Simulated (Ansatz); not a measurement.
SiO₂: stiffness from a series of strains

```xyz
6
Lattice="4.1801 0.0000 0.0000 0.0000 4.1801 0.0000 0.0000 0.0000 2.6678" Properties=species:S:1:pos:R:3 pbc="T T T"
Si    0.0000    0.0000    0.0000
Si    2.0901    2.0901    1.3339
O     1.2820    1.2820    0.0000
O     0.8080    3.3721    1.3339
O     2.8981    2.8981    0.0000
O     3.3721    0.8080    1.3339
```

Atom numbers follow the list: Si1, Si2, O3, O4, O5, O6.

The cell comes from COD entry 9001276, which wasn't checked; take it as a given geometry.

Method: Ansatz 0.2.0, DFT, PBE, all-electron LAPW, scalar-relativistic.

Settings: a Γ-centred 6×6×9 k mesh, Fermi–Dirac smearing of 0.03 eV, basis error target 1 meV/atom, no spin polarisation.

The strain is applied along the Cartesian axes of the cell as listed (the other components stay zero). Fractional coordinates are held (clamped ions).

σ is the change of stress from the unstrained cell, which is at 10.82 GPa; tension is positive, so slopes are stress–strain coefficients at that pressure.

Only quantities that a quadratic follows smoothly over the whole series are listed; rougher ones are left out.

```csv
εzz,σzz (GPa),σxx (GPa)
-0.0300,-25.30,-6.80
-0.0100,-7.86,-2.15
0.0000,0.00,0.00
0.0100,7.33,2.05
0.0200,14.15,4.01
0.0300,20.50,5.87
```

Q: Fit the series and read off the stiffness at zero strain.

A: Least-squares fits y = p0 + p1 x + p2 x² to the rows give σzz (GPa): p1 = 763, p2 = -2700; σxx (GPa): p1 = 211, p2 = -520. So C33 = 763 GPa and C13 = 211 GPa, for these axes.

Q: One run, at εzz = -0.0200, is withheld. Predict its row.

A: The fits give -16.33, -4.43; the run gave -16.28, -4.42.
